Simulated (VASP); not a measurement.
## HfN under changes of volume

One of the cells (11.482 Å³/atom); the others are scaled copies at fixed shape and fractional positions:

```
CELL_PARAMETERS angstrom
0.00000 2.25600 2.25600
2.25600 0.00000 2.25600
2.25600 2.25600 0.00000
ATOMIC_POSITIONS crystal
Hf 0.00000 0.00000 0.00000
N 0.50000 0.50000 0.50000
```

| Item | Value |
| --- | --- |
| Program | VASP 6.6.1 |
| Functional | r2SCAN |
| Potentials or basis | VASP PAW PBE potentials, release 64 (Hf_pv, N) |
| Cutoff | 520 eV |
| k mesh | 8 × 8 × 8 |
| Occupations | fermi-dirac, width 0.05 eV |
| Spin | no spin polarisation |

```tsv
volume (Å³/atom)	energy over the lowest point (meV/atom)	pressure (GPa)
11.023	?	?
11.252	4.75	6.2
11.482	0.00	0.1
11.712	3.60	-5.4
11.941	14.71	-10.4
```

What does the run at 11.023 Å³/atom give?

Energy over the lowest point 18.76 meV/atom; pressure 13.1 GPa.

Worked out: A Birch-Murnaghan fit of order 2 (a polynomial in V^(-2/3)) to the other rows has its minimum at 11.49 Å³/atom with B0 = V·E''(V) = 289 GPa. It gives 18.66 meV/atom at 11.023 Å³/atom, against the run's 18.76, and -dE/dV = 13.2 GPa, against 13.1.

Energies are extrapolated to zero smearing.

Caveats: the PAW data sets were made with another functional, which shifts forces and pressure a little.
